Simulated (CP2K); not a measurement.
SnO2:

```
CELL_PARAMETERS angstrom
5.15096 0.00000 0.00000
4.13561 3.07067 0.00000
4.13561 1.36747 2.74937
ATOMIC_POSITIONS crystal
Sn 0.50000 0.50000 0.50000
O 0.76283 0.76283 0.76283
O 0.23717 0.23717 0.23717
```

Measurements of this composition are mostly on another form, of space group No. 136.

Base run:

- Program: CP2K 2026.2
- Functional: SCAN
- Potentials or basis: POTENTIAL_UZH Sn GTH-SCAN-q4, O GTH-SCAN-q6; TZVP-MOLOPT-SCAN-GTH basis
- Density cutoff: 11565 eV
- k mesh: 10 × 10 × 10
- Occupations: fermi-dirac, width 0.05 eV
- Spin: no spin polarisation

Its results: band gap on the k mesh 2.10 eV, indirect (least direct gap 2.14 eV); pressure -17.8 GPa; largest force 1.266 eV/Å.

The run is repeated on the same cell with these changes: functional from SCAN to r2SCAN; occupations from fermi-dirac, width 0.05 eV to fermi-dirac, width 0.1 eV. What comes out?

Band gap on the k mesh 2.20 eV, indirect (least direct gap 2.24 eV); pressure -18.1 GPa; largest force 1.370 eV/Å.

Caveats: so large a pressure means that the cell lies far from this level's equilibrium, or that cutoff or potentials fall short; spin-orbit coupling is left out, which moves the levels of the heavy elements; the basis of atomic orbitals isn't converged, which shifts pressures, moduli and gaps; forces of over 1 eV/Å show positions far from the minimum, so gaps and moduli don't describe the material at rest.

Not every run made on this cell is shown here.
